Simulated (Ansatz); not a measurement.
## BN: random displacements

The calculation used DFT PBE, scalar-relativistic, plane waves, PAW (Ansatz 0.2.0). Cutoff 420 eV, Γ-centred 6×6×6 k-points, Gaussian smearing of 0.05 eV. No spin polarisation. Energies are free energies at this smearing, counted from the undisturbed cell; pressure is positive in compression.

Reference structure (as given, not relaxed at this level):

```
B N
1.0
     3.62600    0.00000    0.00000
     0.00000   -3.62600    0.00000
     0.00000    0.00000   -3.62600
B N
4 4
Direct
  0.00000 0.50000 0.50000
  0.50000 0.00000 0.50000
  0.50000 0.50000 0.00000
  0.00000 0.00000 0.00000
  0.75000 0.75000 0.75000
  0.25000 0.25000 0.75000
  0.25000 0.75000 0.25000
  0.75000 0.25000 0.25000
```

The atoms are displaced (Å, in the unstrained cell):

```
atom ux uy uz
  B1   0.277   0.314   0.207
  B2  -0.064   0.033   0.008
  B3  -0.320  -0.175  -0.053
  B4   0.356   0.010   0.121
  N5  -0.171  -0.070   0.373
  N6  -0.238  -0.429  -0.157
  N7  -0.136  -0.145  -0.018
  N8   0.296   0.462  -0.480
```

Strain (Voigt, engineering shear): (0.0271, 0.0675, -0.0577, -0.0194, 0.0737, -0.0551).

(1) What are the energy change, the stress and the forces?

## Answers

(1) ΔE = 2482.2 meV/atom; stress (xx, yy, zz, yz, xz, xy; compression positive) (65.32, 69.25, 117.07, 0.19, -51.64, 42.11) GPa.
| atom | Fx (eV/Å) | Fy | Fz |
| --- | --- | --- | --- |
| B1 | -7.07 | -2.91 | 6.72 |
| B2 | -1.73 | -5.14 | 4.21 |
| B3 | 6.43 | -2.11 | -0.29 |
| B4 | -7.81 | -4.51 | 3.46 |
| N5 | 5.75 | 7.71 | -12.11 |
| N6 | 3.69 | 8.74 | -6.78 |
| N7 | 4.97 | 5.63 | -2.92 |
| N8 | -4.24 | -7.42 | 7.71 |

Cost: 1 run of about 0.093 core-minutes, on Intel Xeon 6975P-C (Granite Rapids) (shared hosts).